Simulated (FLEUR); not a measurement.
# How the basis cutoff moves the magnetism of 1 ML Co on Os(0001), hcp site, 2 substrate layers, part 2 of 4

Wanted: the cheapest choice of the basis cutoff that holds the magnetic results of 1 ML Co on Os(0001), hcp site, 2 substrate layers.

FLEUR MaX-R8.1; LDA (VWN); all-electron FLAPW film, Dirac cores, scalar-relativistic bands.

So far. Step 2 (Rung 1 (Kmax 2.16 1/bohr), start ferro +): After 66 cycles the seed has died away: no moment is left. Step 3 (Rung 1 (Kmax 2.16 1/bohr), start antiferro q=(0,1/2,0) …): This start lies +0.0 meV a seeded atom from the first; its moments have collapsed.

**4. Rung 2 (Kmax 2.7 1/bohr), start ferro +**

The k list default-1 (kpts.xml, not shown) is a Γ-centred 12×12×1 mesh.

The input, inp.xml:

```
<?xml version="1.0" encoding="UTF-8" standalone="no"?>
<fleurInput fleurInputVersion="0.39">
   <comment>
      CoOs2
   </comment>
   <calculationSetup>
      <cutoffs Kmax="2.7" Gmax="8.1" GmaxXC="8.1" numbands="0"/>
      <scfLoop itmax="120" minDistance="0.00002" maxIterBroyd="15" imix="Anderson" alpha="0.03" precondParam="0.0" spinf="2.0" sdNocoIR="T"/>
      <coreElectrons ctail="T" frcor="F" kcrel="0" coretail_lmax="0"/>
      <xcFunctional name="vwn" relativisticCorrections="F"/>
      <magnetism jspins="2"/>
      <soc l_soc="F" theta="0.0" phi="0.0" spav="F"/>
      <expertModes spex="0" secvar="F"/>
      <geometryOptimization l_f="F" forcealpha="1.0" forcemix="BFGS" epsdisp="0.00001" epsforce="0.00001"/>
      <ldaU l_linMix="F" mixParam="0.05" spinf="1.0"/>
   </calculationSetup>
   <cell>
      <bzIntegration valenceElectrons="45.0" mode="hist" fermiSmearingEnergy="0.00183747">
         <kPointListSelection listName="default-1"/>
         <xi:include xmlns:xi="http://www.w3.org/2001/XInclude" href="kpts.xml"> </xi:include>
      </bzIntegration>
      <xi:include xmlns:xi="http://www.w3.org/2001/XInclude" href="sym.xml"> </xi:include>
      <filmLattice scale="1.0" dVac="13.53" dTilda="16.03">
         <bravaisMatrixFilm>
            <row-1>    5.1667001356448914     0.0000000143052268</row-1>
            <row-2>   -2.5833500802096001     4.4744935640505812</row-2>
         </bravaisMatrixFilm>
         <vacuumEnergyParameters vacuum="1" spinUp="-.25" spinDown="-.25"/>
         <vacuumEnergyParameters vacuum="2" spinUp="-.25" spinDown="-.25"/>
      </filmLattice>
   </cell>
   <atomSpecies>
      <species name="Osmium (Os)" element="Os" atomicNumber="76">
         <mtSphere radius="2.35" gridPoints="777" logIncrement="0.017"/>
         <atomicCutoffs lmax="8" lnonsphr="6"/>
         <electronConfig flipSpins="F">
            <coreConfig>(1s1/2) (2s1/2) (2p1/2) (2p3/2) (3s1/2) (3p1/2) (3p3/2) (4s1/2) (3d3/2) (3d5/2) (4p1/2) (4p3/2) (5s1/2) (4d3/2) (4d5/2) (4f5/2) (4f7/2)</coreConfig>
            <valenceConfig>(5p1/2) (5p3/2) (6s1/2) (5d3/2) (5d5/2)</valenceConfig>
            <stateOccupation state="(5d3/2)" spinUp="1.200000" spinDown="1.200000"/>
            <stateOccupation state="(5d5/2)" spinUp="1.800000" spinDown="1.800000"/>
         </electronConfig>
         <energyParameters s="6" p="6" d="5" f="5"/>
         <lo type="SCLO" l="1" n="5" eDeriv="0"/>
      </species>
      <species name="Cobalt (Co2.000" element="Co" atomicNumber="27">
         <mtSphere radius="2.35" gridPoints="777" logIncrement="0.016"/>
         <atomicCutoffs lmax="8" lnonsphr="6"/>
         <electronConfig flipSpins="F">
            <coreConfig>(1s1/2) (2s1/2) (2p1/2) (2p3/2)</coreConfig>
            <valenceConfig>(3s1/2) (3p1/2) (3p3/2) (4s1/2) (3d3/2) (3d5/2)</valenceConfig>
            <stateOccupation state="(3d3/2)" spinUp="1.5" spinDown="1.3"/>
            <stateOccupation state="(3d5/2)" spinUp="3.0" spinDown="1.2"/>
         </electronConfig>
         <energyParameters s="4" p="4" d="3" f="4"/>
         <lo type="SCLO" l="0" n="3" eDeriv="0"/>
         <lo type="SCLO" l="1" n="3" eDeriv="0"/>
      </species>
   </atomSpecies>
   <atomGroups>
      <atomGroup species="Osmium (Os)">
         <filmPos label="                   1">.0000000000 .0000000000 -4.0130478001</filmPos>
         <force calculate="T" relaxXYZ="TTT"/>
      </atomGroup>
      <atomGroup species="Osmium (Os)">
         <filmPos label="                   2">-1.000/3.000 1.000/3.000 .0684818090</filmPos>
         <force calculate="T" relaxXYZ="TTT"/>
      </atomGroup>
      <atomGroup species="Cobalt (Co2.000">
         <filmPos label="                   3">.0000000000 .0000000000 4.0130478001</filmPos>
         <force calculate="T" relaxXYZ="TTT"/>
      </atomGroup>
   </atomGroups>
   <output dos="F" band="F" slice="F">
      <bandDOS minEnergy="-.5*Htr" maxEnergy="0.5*Htr" sigma="0.015" storeEVData="T"/>
      <plotting iplot="0" polar="F">
         <plot TwoD="T" vec1="  1.0  0.0  0.0" vec2="  0.0  1.0  0.0" vec3="  0.0  0.0  1.0" zero="  0.0  0.0 -0.5" file="plot"/>
      </plotting>
      <moessbauerParams electricFieldGradient="F" isomerShift="F" coreHyperfine="F" valenceHyperfine="F"/>
   </output>
</fleurInput>
```

The input, crystal.txt:

```
CoOs2
&input film=T cartesian=F /
2.73409996739  0.00000000757  0.00000000000
-1.36704999025  2.36780002446  0.00000000000
0.00000000000  0.00000000000  1.00000000000
1.8897261246
1.0 1.0 1.0

3
76 0.00000000000  0.00000000000  -4.01304780007
76 0.66666666667  0.33333333333  0.06848180900
27 0.00000000000  0.00000000000  4.01304780007 : 2.000

&kpt div1=12 div2=12 div3=1 gamma=T /
```

Launch:

```
$ OMP_NUM_THREADS=1 inpgen -f crystal.txt > inpgen.log  # inp.xml is then edited as shown
$ OMP_NUM_THREADS=1 mpirun -n 4 fleur_MPI > fleur.log
```

What it wrote:

```text
[banner, memory and clock lines left out]
Welcome to FLEUR        (www.flapw.de)
      MaX-Release 8.1          (www.max-centre.eu)

 ========== k-point set info ==========
 Selected k-point list: default-1
 k-point list type: mesh
 0 x 0 x 0
 Number of k points: 20

 [... set-up left out ...]
 Iteration:     1   Distance:      21.45025885 me/bohr^3
 Iteration:     2   Distance:      24.25431014 me/bohr^3
 Iteration:     3   Distance:      17.64319642 me/bohr^3
 Iteration:     4   Distance:      19.76845230 me/bohr^3
 Iteration:     5   Distance:      10.74406371 me/bohr^3
[...]
<sumOfEigenvalues value="   -22094.5671659788">
               <coreElectrons value="-22043.2090533225"/>
               <valenceElectrons value="-51.3581126563"/>
            </sumOfEigenvalues>
         [... left out ...]
            <freeEnergy value="-35935.1214020004"/>
            <extrapolationTo0K value="-35935.1208703475"/>
         </totalEnergy>
         <densityConvergence units="me/bohr^3">
            <chargeDensity spin="1" distance="0.0000076079"/>
            <chargeDensity spin="2" distance="0.0000176759"/>
            <overallChargeDensity distance="0.0000199178"/>
            <spinDensity distance="0.0000185449"/>
         </densityConvergence>
      </iteration>
```

Run time: 17 s. Hardware: 4 MPI ranks of Intel Xeon 6975P-C (Granite Rapids), shared host; peak memory 0.29 GiB; 66 s of CPU time.

This step gave:

| Quantity | Value |
| --- | --- |
| free energy | -977844.4683 eV |
| program's band gap on this mesh (in a metal only a level spacing) | 0.01337 eV |
| magnetization | 1.395 μB |
| final state | ferromagnetic, with opposed induced moments |
| largest moment | 1.542 μB |

The largest moment moves by +1.54 μB from rung 1, at 0.77 times its CPU time.

**5. Rung 2 (Kmax 2.7 1/bohr), start antiferro q=(0,1/2,0) +-**

The k list default-1 (kpts.xml, not shown) is a Γ-centred 12×6×1 mesh.

inp.xml: that of step 4 with these lines changed.

```diff
@@ -17,3 +17,3 @@
    <cell>
-      <bzIntegration valenceElectrons="45.0" mode="hist" fermiSmearingEnergy="0.00183747">
+      <bzIntegration valenceElectrons="90.0" mode="hist" fermiSmearingEnergy="0.00183747">
          <kPointListSelection listName="default-1"/>
@@ -24,4 +24,4 @@
          <bravaisMatrixFilm>
-            <row-1>    5.1667001356448914     0.0000000143052268</row-1>
-            <row-2>   -2.5833500802096001     4.4744935640505812</row-2>
+            <row-1>    5.1667001972688604     0.0000000000000000</row-1>
+            <row-2>   -5.1667001972688604     8.9489870356557599</row-2>
          </bravaisMatrixFilm>
@@ -57,2 +57,15 @@
       </species>
+      <species name="Cobalt (Co-2.000" element="Co" atomicNumber="27">
+         <mtSphere radius="2.35" gridPoints="777" logIncrement="0.016"/>
+         <atomicCutoffs lmax="8" lnonsphr="6"/>
+         <electronConfig flipSpins="F">
+            <coreConfig>(1s1/2) (2s1/2) (2p1/2) (2p3/2)</coreConfig>
+            <valenceConfig>(3s1/2) (3p1/2) (3p3/2) (4s1/2) (3d3/2) (3d5/2)</valenceConfig>
+            <stateOccupation state="(3d3/2)" spinUp="1.3" spinDown="1.5"/>
+            <stateOccupation state="(3d5/2)" spinUp="1.2" spinDown="3.0"/>
+         </electronConfig>
+         <energyParameters s="4" p="4" d="3" f="4"/>
+         <lo type="SCLO" l="0" n="3" eDeriv="0"/>
+         <lo type="SCLO" l="1" n="3" eDeriv="0"/>
+      </species>
    </atomSpecies>
@@ -64,3 +77,11 @@
       <atomGroup species="Osmium (Os)">
-         <filmPos label="                   2">-1.000/3.000 1.000/3.000 .0684818090</filmPos>
+         <filmPos label="                   2">.0000000000 1.000/2.000 -4.0130478001</filmPos>
+         <force calculate="T" relaxXYZ="TTT"/>
+      </atomGroup>
+      <atomGroup species="Osmium (Os)">
+         <filmPos label="                   3">-1.000/3.000 1.000/6.000 .0684818090</filmPos>
+         <force calculate="T" relaxXYZ="TTT"/>
+      </atomGroup>
+      <atomGroup species="Osmium (Os)">
+         <filmPos label="                   4">-1.000/3.000 -1.000/3.000 .0684818090</filmPos>
          <force calculate="T" relaxXYZ="TTT"/>
@@ -68,3 +89,7 @@
       <atomGroup species="Cobalt (Co2.000">
-         <filmPos label="                   3">.0000000000 .0000000000 4.0130478001</filmPos>
+         <filmPos label="                   5">.0000000000 .0000000000 4.0130478001</filmPos>
+         <force calculate="T" relaxXYZ="TTT"/>
+      </atomGroup>
+      <atomGroup species="Cobalt (Co-2.000">
+         <filmPos label="                   6">.0000000000 1.000/2.000 4.0130478001</filmPos>
          <force calculate="T" relaxXYZ="TTT"/>
```

The input, crystal.txt:

```
CoOs2
&input film=T cartesian=F /
2.73410000000  0.00000000000  0.00000000000
-2.73410000000  4.73560000000  0.00000000000
0.00000000000  0.00000000000  1.00000000000
1.8897261246
1.0 1.0 1.0

6
76 0.00000000000  0.00000000000  -4.01304780007
76 0.00000000000  0.50000000000  -4.01304780007
76 0.66666650000  0.16666650000  0.06848180900
76 0.66666650000  0.66666650000  0.06848180900
27 0.00000000000  0.00000000000  4.01304780007 : 2.000
27 0.00000000000  0.50000000000  4.01304780007 : -2.000

&kpt div1=12 div2=6 div3=1 gamma=T /
```

What it wrote:

```text
[banner, memory and clock lines left out]
Welcome to FLEUR        (www.flapw.de)
      MaX-Release 8.1          (www.max-centre.eu)

 ========== k-point set info ==========
 Selected k-point list: default-1
 k-point list type: mesh
 0 x 0 x 0
 Number of k points: 40

 [... set-up left out ...]
 Iteration:     1   Distance:      22.36248456 me/bohr^3
 Iteration:     2   Distance:      27.46469807 me/bohr^3
 Iteration:     3   Distance:      18.73036045 me/bohr^3
 Iteration:     4   Distance:      19.56486740 me/bohr^3
 Iteration:     5   Distance:      14.43657545 me/bohr^3
[...]
<sumOfEigenvalues value="   -44188.5371123894">
               <coreElectrons value="-44086.0557373595"/>
               <valenceElectrons value="-102.4813750299"/>
            </sumOfEigenvalues>
            <densityCoulombPotentialIntegral value="-123517.4657098988"/>
            <densityEffectivePotentialIntegral value="-125427.3327363820"/>
            <chargeDenXCDenIntegral value="-1439.0767198471"/>
            <FockExchangeEnergyValence value="0.0000000000"/>
            <FockExchangeEnergyCore value="0.0000000000"/>
         [... left out ...]
            <atomTypeDependentContributions atomType="4">
[... rest left out ...]
```

The job ended after 2.7 min (4 MPI ranks; peak memory 1.1 GiB; 11 min of CPU time).

Numbers from this step:

```
free energy    : -1955688.7237 eV
magnetization  : 0 μB
final state    : antiferromagnetic
largest moment : 1.340 μB
```

This start lies +106.4 meV a seeded atom from the first, a change of +106.4 meV since rung 1; its largest moment is 1.34 μB.

**6. Rung 3 (Kmax 3.24 1/bohr), start ferro +**

The k list default-1 (kpts.xml, not shown) is a Γ-centred 12×12×1 mesh.

inp.xml: that of step 5 with these lines changed.

```diff
@@ -6,3 +6,3 @@
    <calculationSetup>
-      <cutoffs Kmax="2.7" Gmax="8.1" GmaxXC="8.1" numbands="0"/>
+      <cutoffs Kmax="3.24" Gmax="9.7" GmaxXC="9.7" numbands="0"/>
       <scfLoop itmax="120" minDistance="0.00002" maxIterBroyd="15" imix="Anderson" alpha="0.03" precondParam="0.0" spinf="2.0" sdNocoIR="T"/>
@@ -17,3 +17,3 @@
    <cell>
-      <bzIntegration valenceElectrons="90.0" mode="hist" fermiSmearingEnergy="0.00183747">
+      <bzIntegration valenceElectrons="45.0" mode="hist" fermiSmearingEnergy="0.00183747">
          <kPointListSelection listName="default-1"/>
@@ -24,4 +24,4 @@
          <bravaisMatrixFilm>
-            <row-1>    5.1667001972688604     0.0000000000000000</row-1>
-            <row-2>   -5.1667001972688604     8.9489870356557599</row-2>
+            <row-1>    5.1667001356448914     0.0000000143052268</row-1>
+            <row-2>   -2.5833500802096001     4.4744935640505812</row-2>
          </bravaisMatrixFilm>
@@ -57,15 +57,2 @@
       </species>
-      <species name="Cobalt (Co-2.000" element="Co" atomicNumber="27">
-         <mtSphere radius="2.35" gridPoints="777" logIncrement="0.016"/>
-         <atomicCutoffs lmax="8" lnonsphr="6"/>
-         <electronConfig flipSpins="F">
-            <coreConfig>(1s1/2) (2s1/2) (2p1/2) (2p3/2)</coreConfig>
-            <valenceConfig>(3s1/2) (3p1/2) (3p3/2) (4s1/2) (3d3/2) (3d5/2)</valenceConfig>
-            <stateOccupation state="(3d3/2)" spinUp="1.3" spinDown="1.5"/>
-            <stateOccupation state="(3d5/2)" spinUp="1.2" spinDown="3.0"/>
-         </electronConfig>
-         <energyParameters s="4" p="4" d="3" f="4"/>
-         <lo type="SCLO" l="0" n="3" eDeriv="0"/>
-         <lo type="SCLO" l="1" n="3" eDeriv="0"/>
-      </species>
    </atomSpecies>
@@ -77,11 +64,3 @@
       <atomGroup species="Osmium (Os)">
-         <filmPos label="                   2">.0000000000 1.000/2.000 -4.0130478001</filmPos>
-         <force calculate="T" relaxXYZ="TTT"/>
-      </atomGroup>
-      <atomGroup species="Osmium (Os)">
-         <filmPos label="                   3">-1.000/3.000 1.000/6.000 .0684818090</filmPos>
-         <force calculate="T" relaxXYZ="TTT"/>
-      </atomGroup>
-      <atomGroup species="Osmium (Os)">
-         <filmPos label="                   4">-1.000/3.000 -1.000/3.000 .0684818090</filmPos>
+         <filmPos label="                   2">-1.000/3.000 1.000/3.000 .0684818090</filmPos>
          <force calculate="T" relaxXYZ="TTT"/>
@@ -89,7 +68,3 @@
       <atomGroup species="Cobalt (Co2.000">
-         <filmPos label="                   5">.0000000000 .0000000000 4.0130478001</filmPos>
-         <force calculate="T" relaxXYZ="TTT"/>
-      </atomGroup>
-      <atomGroup species="Cobalt (Co-2.000">
-         <filmPos label="                   6">.0000000000 1.000/2.000 4.0130478001</filmPos>
+         <filmPos label="                   3">.0000000000 .0000000000 4.0130478001</filmPos>
          <force calculate="T" relaxXYZ="TTT"/>
```

The input, crystal.txt:

```
CoOs2
&input film=T cartesian=F /
2.73409996739  0.00000000757  0.00000000000
-1.36704999025  2.36780002446  0.00000000000
0.00000000000  0.00000000000  1.00000000000
1.8897261246
1.0 1.0 1.0

3
76 0.00000000000  0.00000000000  -4.01304780007
76 0.66666666667  0.33333333333  0.06848180900
27 0.00000000000  0.00000000000  4.01304780007 : 2.000

&kpt div1=12 div2=12 div3=1 gamma=T /
```

What it wrote:

```text
[banner, memory and clock lines left out]
Welcome to FLEUR        (www.flapw.de)
      MaX-Release 8.1          (www.max-centre.eu)

 ========== k-point set info ==========
 Selected k-point list: default-1
 k-point list type: mesh
 0 x 0 x 0
 Number of k points: 20

 [... set-up left out ...]
 Iteration:     1   Distance:      18.29216457 me/bohr^3
 Iteration:     2   Distance:      27.07854193 me/bohr^3
 Iteration:     3   Distance:      15.90506509 me/bohr^3
 Iteration:     4   Distance:      18.22293997 me/bohr^3
 Iteration:     5   Distance:      12.57494271 me/bohr^3
[...]
<sumOfEigenvalues value="   -22088.5701247076">
               <coreElectrons value="-22037.6767479183"/>
               <valenceElectrons value="-50.8933767893"/>
            </sumOfEigenvalues>
         [... left out ...]
            <freeEnergy value="-35935.3911206300"/>
            <extrapolationTo0K value="-35935.3907089462"/>
         </totalEnergy>
         <densityConvergence units="me/bohr^3">
            <chargeDensity spin="1" distance="0.0000043598"/>
            <chargeDensity spin="2" distance="0.0000060592"/>
            <overallChargeDensity distance="0.0000078307"/>
            <spinDensity distance="0.0000070798"/>
         </densityConvergence>
      </iteration>
```

Run time: 23 s. Hardware: 4 MPI ranks; peak memory 0.29 GiB.

Read from the output:

| Property | Result |
| --- | --- |
| free energy | -977851.8077 eV |
| program's band gap on this mesh (in a metal only a level spacing) | 0.03973 eV |
| magnetization | 1.375 μB |
| final state | ferromagnetic, with opposed induced moments |
| largest moment | 1.534 μB |

The largest moment moves by -0.01 μB from rung 2, at 1.4 times its CPU time.

(Part 2 of 4 ends here.)

[Logs and program files are shortened in this print: banners, set-up blocks, solver, clock and traceback lines can be left out without a mark of their own.]

[Logs are printed without paths, hosts, clocks, repeated set-up lines and the standing remarks that a program may print on its own settings, such as how far it seeks lower states.]

[Hosts, paths, dates, database ids (printed as entryN), source tags and the programs' standing remarks are cut or masked in the printed files.]

[Where a cell is said to come from a database of computed structures, the database is the Materials Project.]
